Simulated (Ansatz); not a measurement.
## SiO2: the gap under pressure

SiO2, P6_322, a = 5.015 Å, c = 8.539 Å. This isn't the usual stable structure of the compound. Ansatz: LDA, PAW, 420 eV, Γ-centred 6×6×4 mesh on 12 atoms, Gaussian smearing 0.02 eV; no spin polarisation. Cell and atoms are relaxed at each pressure, and no other structure is tried, so the rows at high pressure may lie past a change of phase. The gap is sought over the whole zone. The pressures are the targets, met within 0.03 GPa.

| P (GPa) | gap y (eV) |
| --- | --- |
| -3.0 | ? |
| 0.0 | 5.408 |
| 3.0 | 5.498 |
| 8.0 | 5.561 |
| 15.0 | 5.590 |
| 30.0 | 5.590 |

Problem. Fit y = E0 + αP + βP² to the other rows and predict the missing gap.

Solution. Least squares on the rows shown. y = 5.4264 + 0.018761 P − 0.00044714 P². So α = 18.8 meV/GPa, but an edge moves to another point of the zone between 0 and 3 GPa, so this isn't the slope at zero pressure. With a term in P³ added, the coefficient of P becomes 0.03189, 70 % more, which shows how far this figure hangs on the form. At P = -3.0 the fit asked for gives 5.366 eV. The run gave 5.278 eV, so the fit is 0.088 eV too high, 28 % of the span of the series, against an rms of 0.015 eV on the fitted rows. The row lies outside the fitted range. With a term in P³ added, a fit to the same known rows predicts 5.298 eV, so most of the miss is curvature that the known rows already hold. The records add, with no proof that it causes the miss: its space group is P6_3/mmc, the others' P6_322.

Semilocal functionals give gaps under the measured ones; changes of the gap mostly carry over better.